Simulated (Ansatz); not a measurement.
# Re (P6_3/mmc) in Ansatz: further runs

The runs below take Re through relaxation of cell and atoms, with RPBE, revPBE+D3(BJ).

Everything below comes from runs of Ansatz 0.2.0. Logs are shortened: lines on timing, memory, paths and dates and some standing lists are left out, and cuts for length are marked.

### Step 1. Starting point

It takes space group P6_3/mmc (No. 194, hexagonal). The conventional cell has a = 2.761 Å, b = 2.761 Å, c = 4.458 Å, α = 90.00°, β = 90.00°, γ = 120.00°. Re (site symmetry -6m2) is surrounded by 12 Re at 2.74 to 2.76 Å.

### Step 2. Relaxation of cell and atoms, RPBE

File input.yaml:

```yaml
crystal:
  lattice:
    - [2.7608, 0.0, 0.0]
    - [-1.3804, 2.3909229348, 0.0]
    - [0.0, 0.0, 4.4582]
  atoms:
    - { symbol: Re, position: [0.6666666667, 0.3333333333, 0.75] }
    - { symbol: Re, position: [0.3333333333, 0.6666666667, 0.25] }
hamiltonian:
  xc: rpbe
  pseudopotentials: { kind: paw }
kpoints:
  mp_grid: { grid: [11, 11, 6] }
scf:
  occupations: { method: fermi_dirac, width: 0.05 }
output:
  forces: true
  stress: true
relax:
  f_tol: 0.01
  max_steps: 40
  cell: { stress_tol: 0.05 }
```

Potentials or basis: Ansatz PAW.

Command:

```
$ ansatz run input.yaml --threads 2 --pin off --max-ram 5120MiB --backend cpu --events-out ev --progress --plain --runs-dir out
```

Output:

```text
Warning: RAYON_NUM_THREADS=2 ignored (pool sized by the plan → 2); use --threads N
Engine: ansatz 0.2.0, aarch64-unknown-linux-gnu
Pseudopotentials: kind: paw
Pseudopotential: Re, paw, valence charge 15, recommended cutoff 420 eV (normal), Re.paw.azcp
Functional definition: RPBE
  parameter kappa = 0.804
  parameter beta = 0.06672455060314922
  exchange = rpbe_x(kappa = kappa, mu = beta*pi^2/3)
  correlation = pbe_c(beta = beta)
Crystal: 2 atoms, lattice volume = 29.428 Å³
Basis set: ecut = 420 eV, 573 PW (Γ), exchange–correlation on 40×40×60 points (8 copies of the dense FFT grid, shifted against one another)
Bands: 19, of which v1, the nominal top of the filled ones, is band 15 counted from 1 (14 counted from 0)
Symmetry: 24 space group operations
Space group: P63/mmc (ITA 194), of the structure as read, at distance tolerance 3.1e-5 Å
k-points: 64 of 726
Non-local potential: Re, projectors of the file, l = 0: 3, l = 1: 2, l = 2: 2, l = 3: 1
PAW form: soft (Blöchl's): semilocal exchange-correlation on the pseudo side does not see the compensation charge
PAW frozen core: Re, regenerated for the run's functional, and the local potential with it (the file was generated under x = pbe(κ = 0.804, μ = 0.2195149727645171), c = pbe(β = 0.06672455060314922))
PAW one-centre angular grid: Re, 590 points (default); XC on 64 Gauss nodes
Initial density: superposition of atomic densities (neutral atoms: chi_scale 0, normalization atom), corrected by the library's trained network
Initial wavefunctions: pseudopotential atomic-orbital guess
Functional: x = rpbe, c = pbe(β = 0.06672455060314922)
SCF iter   1: F=—  HF=-21761.994986 eV  |F-HF|=—  |Δ(HF+E_count)|=         —  Δρ=7.85e-3  dr2=6.28e-3  ethr=1.77e-3  ⟨swp⟩=5.7  Hψ=5486  notcnv=0
preconditioner: auto → none  [metal: Δε(μ)=0.061 eV  Ē_g=6.112 eV  σ=0.050 eV  W_gap=0.29  n_scr=8 (ndim 8)  ℏωp=25.6 eV  f_vac=0.000  D(μ)=1.61/eV (n_scr^D=22)  sad-step TF]
SCF iter   2: F=—  HF=-21761.997765 eV  |F-HF|=—  |Δ(HF+E_count)|=   2.78e-3  Δρ=4.70e-3  dr2=2.36e-3  ethr=2.09e-5  ⟨swp⟩=1.4  Hψ=1856  notcnv=0
SCF iter   3: F=—  HF=-21761.999073 eV  |F-HF|=—  |Δ(HF+E_count)|=   1.31e-3  Δρ=2.38e-4  dr2=5.54e-6  ethr=7.88e-6  ⟨swp⟩=2.0  Hψ=1664  notcnv=0
SCF iter   4: F=—  HF=-21761.999007 eV  |F-HF|=—  |Δ(HF+E_count)|=   6.52e-5  Δρ=3.88e-5  dr2=1.68e-7  ethr=1.85e-8  ⟨swp⟩=2.1  Hψ=2044  notcnv=0
iter 5 did not close the SCF: its close was put off for the readings that it lacked (scf_convergence_deferred on its scf_iter line)
SCF iter   5: F=-21761.999007 eV  HF=-21761.999007 eV  |F-HF|=2.53e-9  |Δ(HF+E_count)|=   5.32e-8  Δρ=6.84e-6  dr2=8.13e-9  ethr=5.59e-10  ⟨swp⟩=2.8  Hψ=2280  notcnv=0
SCF iter   6: F=-21761.999007 eV  HF=-21761.999007 eV  |F-HF|=6.18e-11  |Δ(HF+E_count)|=  7.60e-10  Δρ=1.97e-6  dr2=3.99e-10  ethr=2.71e-11  ⟨swp⟩=2.0  Hψ=3842  notcnv=0
SCF 1 converged in 6 iterations: F = -21761.999007 eV  dr2 = 3.99e-10
relax step   1: F+E_penalty+E_count = -21761.99900749 eV  Δ(F+E_penalty+E_count) = +0.000e0 eV  max|allowed force component| = 8.789e-17 eV/Å  Δτ_max = 0.0000 Å  P = +9.924 GPa  Ω = 29.428 Å³  (6 SCF iters, dr2 threshold 1.00e-7 eV, accepted)
Crystal: 2 atoms, lattice volume = 32.190 Å³
Basis set: ecut = 420 eV, 615 PW (Γ), exchange–correlation on 40×40×60 points (8 copies of the dense FFT grid, shifted against one another)
Initial density: handed on by an earlier stage of this run
Initial wavefunctions: those handed on with the density
iter 1 solved again at ethr=3.03e-6 eV; its pass at ethr=3.10e-3 eV (dr2=9.09e-4 eV) is discarded
SCF iter   1: F=—  HF=-21761.893409 eV  |F-HF|=—  |Δ(HF+E_count)|=         —  Δρ=2.74e-3  dr2=8.92e-4  ethr=3.03e-6  ⟨swp⟩=2.2  Hψ=7479  notcnv=0
preconditioner: auto → none  [metal: Δε(μ)=0.007 eV  Ē_g=5.456 eV  σ=0.050 eV  W_gap=0.04  n_scr=8 (ndim 8)  ℏωp=24.5 eV  f_vac=0.000  D(μ)=2.16/eV (n_scr^D=22)]
SCF iter   2: F=—  HF=-21761.894184 eV  |F-HF|=—  |Δ(HF+E_count)|=   7.75e-4  Δρ=1.43e-3  dr2=2.12e-4  ethr=2.97e-6  ⟨swp⟩=2.0  Hψ=1892  notcnv=0
SCF iter   3: F=—  HF=-21761.894487 eV  |F-HF|=—  |Δ(HF+E_count)|=   3.04e-4  Δρ=1.29e-4  dr2=5.57e-6  ethr=7.08e-7  ⟨swp⟩=2.4  Hψ=1687  notcnv=0
SCF iter   4: F=—  HF=-21761.894492 eV  |F-HF|=—  |Δ(HF+E_count)|=   5.03e-6  Δρ=1.57e-5  dr2=3.23e-8  ethr=1.86e-8  ⟨swp⟩=2.0  Hψ=2010  notcnv=0
iter 5 did not close the SCF: its close was put off for the readings that it lacked (scf_convergence_deferred on its scf_iter line)
SCF iter   5: F=-21761.894492 eV  HF=-21761.894492 eV  |F-HF|=4.95e-10  |Δ(HF+E_count)|=   4.58e-9  Δρ=2.77e-6  dr2=8.64e-10  ethr=1.08e-10  ⟨swp⟩=2.4  Hψ=2030  notcnv=0
SCF iter   6: F=-21761.894492 eV  HF=-21761.894492 eV  |F-HF|=1.09e-11  |Δ(HF+E_count)|=  6.26e-10  Δρ=5.10e-7  dr2=4.67e-11  ethr=2.88e-12  ⟨swp⟩=1.0  Hψ=3662  notcnv=0
SCF 2 converged in 6 iterations: F = -21761.894492 eV  dr2 = 4.67e-11
relax step   2: F+E_penalty+E_count = -21761.89449247 eV  Δ(F+E_penalty+E_count) = +1.045e-1 eV  max|allowed force component| = 7.864e-17 eV/Å  Δτ_max = 0.0000 Å  P = -19.261 GPa  Ω = 32.190 Å³  energy of the carried Pulay correction = -3.177e-3 eV  (6 SCF iters, dr2 threshold 2.00e-7 eV, rejected (line search))
Crystal: 2 atoms, lattice volume = 30.312 Å³
[... 30 lines left out ...]
preconditioner: auto → none  [metal: Δε(μ)=0.025 eV  Ē_g=5.915 eV  σ=0.050 eV  W_gap=0.13  n_scr=8 (ndim 8)  ℏωp=25.3 eV  f_vac=0.000  D(μ)=1.82/eV (n_scr^D=22)]
iter 2 did not close the SCF: its close was put off for the readings that it lacked (scf_convergence_deferred on its scf_iter line)
SCF iter   2: F=-21762.022100 eV  HF=-21762.022100 eV  |F-HF|=2.15e-10  |Δ(HF+E_count)|=   5.00e-5  Δρ=6.17e-6  dr2=4.45e-9  ethr=1.22e-10  ⟨swp⟩=2.3  Hψ=2019  notcnv=0
iter 3 did not close the SCF: its close was put off for the readings that it lacked (scf_convergence_deferred on its scf_iter line)
SCF iter   3: F=-21762.022100 eV  HF=-21762.022100 eV  |F-HF|=8.37e-11  |Δ(HF+E_count)|=  6.55e-11  Δρ=1.71e-6  dr2=2.65e-10  ethr=1.48e-11  ⟨swp⟩=1.1  Hψ=1222  notcnv=0
iter 4 did not close the SCF: its close was put off for the readings that it lacked (scf_convergence_deferred on its scf_iter line)
SCF iter   4: F=-21762.022100 eV  HF=-21762.022100 eV  |F-HF|=7.28e-12  |Δ(HF+E_count)|=  8.00e-11  Δρ=8.22e-8  dr2=8.91e-13  ethr=1.00e-12  ⟨swp⟩=1.0  Hψ=1216  notcnv=0
iter 5 did not close the SCF: its close was put off for the readings that it lacked (scf_convergence_deferred on its scf_iter line)
SCF iter   5: F=-21762.022100 eV  HF=-21762.022100 eV  |F-HF|=1.82e-11  |Δ(HF+E_count)|=  7.28e-12  Δρ=1.49e-8  dr2=3.45e-14  ethr=1.00e-12  ⟨swp⟩=1.0  Hψ=1216  notcnv=0
SCF iter   6: F=-21762.022100 eV  HF=-21762.022100 eV  |F-HF|=3.64e-12  |Δ(HF+E_count)|=  3.64e-12  Δρ=4.53e-9  dr2=2.24e-15  ethr=1.00e-12  ⟨swp⟩=1.0  Hψ=2688  notcnv=0
SCF 5 converged in 6 iterations: F = -21762.022100 eV  dr2 = 2.24e-15
relax step   5: F+E_penalty+E_count = -21762.02210039 eV  Δ(F+E_penalty+E_count) = -5.847e-6 eV  max|allowed force component| = 5.551e-17 eV/Å  Δτ_max = 0.0000 Å  P = +0.001 GPa  Ω = 30.221 Å³  energy of the carried Pulay correction = -9.431e-4 eV  (6 SCF iters, dr2 threshold 1.00e-8 eV, accepted)
Basis set: ecut = 420 eV, 591 PW (Γ), exchange–correlation on 40×40×64 points (8 copies of the dense FFT grid, shifted against one another)
Initial wavefunctions: pseudopotential atomic-orbital guess (no wavefunctions were taken with the density)
iter 1 solved again at ethr=2.11e-8 eV; its pass at ethr=3.10e-3 eV (dr2=6.34e-6 eV) is discarded
SCF iter   1: F=—  HF=-21762.023019 eV  |F-HF|=—  |Δ(HF+E_count)|=         —  Δρ=1.23e-4  dr2=5.96e-7  ethr=2.11e-8  ⟨swp⟩=3.4  Hψ=8601  notcnv=0
SCF iter   2: F=—  HF=-21762.023038 eV  |F-HF|=—  |Δ(HF+E_count)|=   1.96e-5  Δρ=5.77e-5  dr2=1.13e-7  ethr=1.99e-9  ⟨swp⟩=2.4  Hψ=2104  notcnv=0
SCF iter   3: F=—  HF=-21762.023038 eV  |F-HF|=—  |Δ(HF+E_count)|=   2.69e-7  Δρ=5.74e-6  dr2=2.16e-9  ethr=3.77e-10  ⟨swp⟩=2.1  Hψ=2156  notcnv=0
SCF iter   4: F=—  HF=-21762.023038 eV  |F-HF|=—  |Δ(HF+E_count)|=   3.94e-9  Δρ=1.26e-6  dr2=1.28e-10  ethr=7.19e-12  ⟨swp⟩=2.1  Hψ=1979  notcnv=0
iter 5 did not close the SCF: its close was put off for the readings that it lacked (scf_convergence_deferred on its scf_iter line)
SCF iter   5: F=-21762.023038 eV  HF=-21762.023038 eV  |F-HF|=7.28e-12  |Δ(HF+E_count)|=  9.09e-11  Δρ=4.37e-8  dr2=2.11e-13  ethr=1.00e-12  ⟨swp⟩=2.0  Hψ=1656  notcnv=0
SCF iter   6: F=-21762.023038 eV  HF=-21762.023038 eV  |F-HF|=7.28e-12  |Δ(HF+E_count)|=    0.00e0  Δρ=1.25e-8  dr2=1.83e-14  ethr=1.00e-12  ⟨swp⟩=3.0  Hψ=4481  notcnv=0
SCF 6 converged in 6 iterations: F = -21762.023038 eV  dr2 = 1.83e-14
relax step   6: F+E_penalty+E_count = -21762.02303849 eV  Δ(F+E_penalty+E_count) = -9.381e-4 eV  max|allowed force component| = 5.551e-17 eV/Å  Δτ_max = 0.0000 Å  P = -0.001 GPa  Ω = 30.221 Å³  stress off target by 8.44e-3 GPa  SCF on the basis re-selected at this cell (its energy is not comparable with the rows above)  (6 SCF iters)
basis re-selected at this cell: Δ(F+E_penalty+E_count) = -9.381e-4 eV, ΔP = -0.001 GPa vs the last step (what re-selecting the basis moved, of the pressure what is left beyond the Pulay correction that the steps carried, after the strain that the cell walked since its last selection, with what the two solves' SCF thresholds leave and, on support functions, any second-order correction that the steps lacked; it is no measure of the basis error at this ecutwfc). The dense FFT grid was sized anew with the basis: this SCF ran on 20×20×32 points, the steps before it on 20×20×30, so part of this shift can come from that change (see relax.cell in the input reference). This SCF's stress stands 8.44e-3 GPa from its target on what of the cell is left free (relax.cell.stress_tol is 5.00e-2 GPa) and its largest allowed force component is 5.55e-17 eV/Å (relax.f_tol is 1.00e-2 eV/Å): within both
SCF converged after 6 iterations
Free energy (F): -21762.023038 eV
Harris-Foulkes:  -21762.023038 eV  (|F-HF|=7.28e-12)
Internal energy: -21762.007991 eV  (E = F + TS)
E sigma→0 (E₀):  -21762.015515 eV
Entropy (-TS):   -0.015047 eV (-7.524 meV/atom)
Fermi energy:    23.340877 eV
--- Per-component energies (eV) ---
  E_band       = -161.874260
  E_kinetic    = 1079.788029
  E_local      = -1557.555690  (includes V_loc(G=0)·N_el)
  E_nonlocal   = 95.531033
  E_hartree    = 556.149115
  E_xc         = -808.183955
  E_vxc        = -606.725410  (∫ρ·V_xc dr)
  E_paw        = -17342.802809  (= ΣΔE_a)
  E_vpaw       = -285.210303  (= ΣTr[D̂ρ^β])
  E_aug_tail   = -0.000151  (compensation charges beyond the density's cutoff)
  E_ewald      = -3784.897213
  E_core_change = -0.036350  (= ΣΔE_core)
  E_smearing   = -0.015047  (= −TS)
  E_closure    = 0.000000  (closes the sum)
  Σ components = -21762.023038   (vs F -21762.023038, Δ=0.00e0)
--- Forces (eV/Å), atoms counted from 1 ---
  atom   1  Re    -0.00000000     0.00000000    -0.00000000
  atom   2  Re    -0.00000000    -0.00000000     0.00000000
  max |Σ_I F_I| component: 3.70e-17 eV/Å
--- Stress (GPa, compression-positive) ---
       -0.005032       0.000000       0.000000
        0.000000      -0.005032      -0.000000
        0.000000      -0.000000       0.008437
  P = ⅓ Tr σ = -0.0005 GPa (-0.005 kbar)
--- Relaxed structure (5 steps of the walk, 4 accepted, 1 SCFs on fresh bases) ---
  F+E_penalty+E_count = -21762.02303849 eV   max|allowed force component| = 5.551e-17 eV/Å   (the final SCF, on the basis selected at the relaxed cell)
  cell:  # Å, volume = 30.2214 Å³
    - [2.7841509881327062, 0.0, 8.395824683932429e-34]
    - [-1.3920754940663531, 2.4111454836944706, -4.07050417330639e-35]
    - [1.4368908724281435e-33, 3.4763488849067984e-34, 4.501925581903992]
  atoms:
    - { symbol: Re, position: [0.6666666666666666, 0.33333333333333326, 0.7499999999999999] }
    - { symbol: Re, position: [0.33333333333333326, 0.6666666666666665, 0.25] }
```

Run time: 5 s. Hardware: 2 threads of Arm Neoverse V1, shared host; peak memory 0.3 GiB.

Results:

| Property | Result |
| --- | --- |
| Free energy | -21762.0230 eV |
| Relaxed volume | 15.11 Å³/atom |
| Relaxed cell | a = 2.784 Å, b = 2.784 Å, c = 4.502 Å, α = 90.00°, β = 90.00°, γ = 120.00° |
| Space group after relaxing (to 0.05 Å) | P6_3/mmc (No. 194) |
| Energy gained by relaxing | 12.0 meV/atom |
| Ionic steps | 5 |
| Pressure after relaxing | 0.0 GPa |

The path:
```csv
step,energy change (eV),largest force (eV/Å),volume (Å³)
1,0.0000,0.0000,29.43
2,-0.0227,0.0000,30.31
3,-0.0231,0.0000,30.23
4,-0.0231,0.0000,30.22
5,-0.0240,0.0000,30.22
```

Final structure:
```
CELL_PARAMETERS angstrom
2.78415 0.00000 0.00000
-1.39208 2.41115 0.00000
0.00000 0.00000 4.50193
ATOMIC_POSITIONS crystal
Re 0.66667 0.33333 0.75000
Re 0.33333 0.66667 0.25000
```

Caveat: the plane-wave basis is chosen anew once the cell has moved, so the energies of steps on either side of that aren't comparable; the PAW data sets come from PBE, with cores solved anew for the run's functional, which leaves a small shift of forces and pressure.

(Continued in part 2 of 2.)
